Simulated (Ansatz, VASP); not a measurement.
**One calculation of Al, two programs**

The input INCAR:

```
ALGO = Normal
EDIFF = 1E-6
ENCUT = 520
GGA = PE
ISIF = 2
ISMEAR = 0
LASPH = True
LCHARG = False
LREAL = False
LWAVE = False
NBANDS = 8
NELM = 100
PREC = Accurate
SIGMA = 0.15
```

Contents of KPOINTS:

```
k-points
0
Gamma
  24 24 24
```

The input POSCAR:

```
Al
1.0
   -1.5912186900      1.5912186900      1.5912186900
    1.5912186900     -1.5912186900      1.5912186900
    1.5912186900      1.5912186900     -1.5912186900
Al
1
Direct
    0.0000000000      0.0000000000      0.0000000000
```

Input for Ansatz:

```yaml
crystal:
  lattice:
    - [-1.59121869, 1.59121869, 1.59121869]
    - [1.59121869, -1.59121869, 1.59121869]
    - [1.59121869, 1.59121869, -1.59121869]
  atoms:
    - { symbol: Al, position: [0.0, 0.0, 0.0] }
basis:
  ecutwfc: 420
kpoints:
  mp_grid: { grid: [24, 24, 24] }
hamiltonian:
  xc: pbe
scf:
  occupations: { method: gaussian, width: 0.15 }
output:
  forces: true
  stress: true
  eigenvalues: true
```

This isn't the form of Al at room conditions, which is fcc.

Alike in both runs: task single point; functional PBE; k mesh 24 × 24 × 24; occupations gaussian, width 0.15 eV; no spin polarisation.

|  | VASP | Ansatz |
| --- | --- | --- |
| version | VASP 6.6.1 | Ansatz 0.2.0 |
| potentials or method | VASP PAW PBE potentials, release 64 (Al) | scalar-relativistic, plane waves, PAW |
| plane-wave cutoff (eV) | 520 | 420 |
| valence electrons in the cell | 3 | 3 |

```tsv
	VASP	Ansatz	Ansatz less VASP
gap on the k mesh at the Fermi level (eV)	none	none	-
pressure (GPa)	3.8	3.8	+0.02
```

A gap of «none» marks a metal or a gap that the smearing closes.
